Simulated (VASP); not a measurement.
The system is CdSe (Cadmoselite).

```
CELL_PARAMETERS angstrom
4.30000 0.00000 0.00000
-2.15000 3.72391 0.00000
0.00000 0.00000 7.02000
ATOMIC_POSITIONS crystal
Cd 0.66667 0.33333 0.50000
Cd 0.33333 0.66667 0.00000
Se 0.66667 0.33333 0.88500
Se 0.33333 0.66667 0.38500
```

Base run:

```yaml
Program: VASP 6.6.1
Functional: PBE
Potentials_or_basis: VASP PAW PBE potentials, release 64 (Cd, Se)
Cutoff: 520 eV
k_mesh: 6 × 6 × 4
Occupations: gaussian, width 0.02 eV
Spin: spin-orbit coupling, no magnetisation
```

Its results: pressure 3.3 GPa; largest force 0.292 eV/Å.

**Question.** The run is repeated on the same cell with these changes: functional from PBE to r2SCAN. What comes out?

**Answer.** Pressure 1.8 GPa; largest force 0.287 eV/Å.

Caveats: the PAW data sets were made with another functional, which shifts forces and pressure a little (some runs).

Not every run made on this cell is shown here.
